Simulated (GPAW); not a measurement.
Runs of GPAW 26.7.0 on TiAl. It takes space group P-6m2 (No. 187, hexagonal). Conventional cell: a = 2.867 Å, b = 2.867 Å, c = 4.678 Å, α = 90.00°, β = 90.00°, γ = 120.00°. Ti (site symmetry -6m2) is surrounded by 6 Al at 2.87 Å and 6 Ti at 2.87 Å. Around Al (site symmetry -6m2) lie 6 Ti at 2.87 Å and 6 Al at 2.87 Å. The cell comes from a database or a generator and needn't be the stable form of this composition.

```tsv
level	gap on the mesh (eV)	pressure (GPa)	relaxed volume (Å³/atom)
PBEsol+D3	none	-0.1	(b)
PBEsol	none	0.1	16.18
PBEsol+D4	none	0.0	15.97
PBEsol+D3(BJ)+ATM	none	-0.1	15.63
PBEsol+D3(BJ)	none	-0.1	(a)
```

Alike in all rows: task relaxation of cell and atoms; potentials or basis PAW data sets generated in the run's folder for this functional, pw; no spin polarisation; cell relaxed; k mesh 9 × 9 × 5; cutoff (eV) 600; smearing fermi-dirac 0.05 eV.

Problem. Estimate the missing entries.

Solution. (a) 15.52; (b) 15.68.

Caveats: later steps reuse the first step's grids; pairwise dispersion overbinds metals, which lowers pressure and volume (some runs).

A k mesh can miss the band edges.

A gap of «none» marks a metal or a gap under the smearing width.

Not every run made on this cell is shown here.
